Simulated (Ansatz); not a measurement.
TiO2 and the effect of the choice of potentials or basis

```xyz
12
Lattice="-2.9732 3.2874 3.2874 2.9732 -3.2874 3.2874 2.9732 3.2874 -3.2874" Properties=species:S:1:pos:R:3 pbc="T T T"
Ti    1.4866   -1.6437    1.6437
Ti    1.4866    1.6437   -1.6437
Ti    0.0000    1.6437    1.6124
Ti    2.9732    1.6437    1.6750
O     1.4875    1.6437    2.9263
O     1.4857    4.9311   -0.3611
O     0.0000    0.3609    4.9286
O     2.9732   -0.3609    1.6412
O     0.0000    3.6483    1.6462
O     1.4875   -1.6437    3.6485
O     2.9732    2.9264   -1.6412
O     1.4857    1.6437    0.3611
```

The cell is a database's computed one, not the measured one.

Kept alike: task single point; functional PBE; k mesh 6 × 6 × 6; occupations fermi-dirac, width 0.05 eV; no spin polarisation. Program: Ansatz. Cutoffs run from 420 to 1380 eV. The mesh is that of the run's cell of 12 atoms. No spin-orbit coupling.

| choice of potentials or basis | band gap (eV) | pressure (GPa) |
| --- | --- | --- |
| Ansatz NC | 1.838 | -1.48 |
| Ansatz PAW | 1.838 | -1.36 |
| Ansatz PAW (files of its older set among them) | 1.832 | -1.33 |
| JTH PAW | 1.833 | -1.02 |
| PseudoDojo standard (PBE files) | 1.856 | -1.87 |
| PseudoDojo stringent (PBE files) | 1.855 | -1.70 |
| SPMS NC | 1.874 | -1.51 |

Pressure is positive in compression, with a Pulay correction for the finite cutoff. A gap read on the mesh alone can miss an edge between its points.

Problem. What does the choice of potentials or basis change here?

Solution. The band gap runs from 1.832 (Ansatz PAW (files of its older set among them)) to 1.874 eV (SPMS NC). The pressure runs from -1.87 (PseudoDojo standard (PBE files)) to -1.02 GPa (JTH PAW).
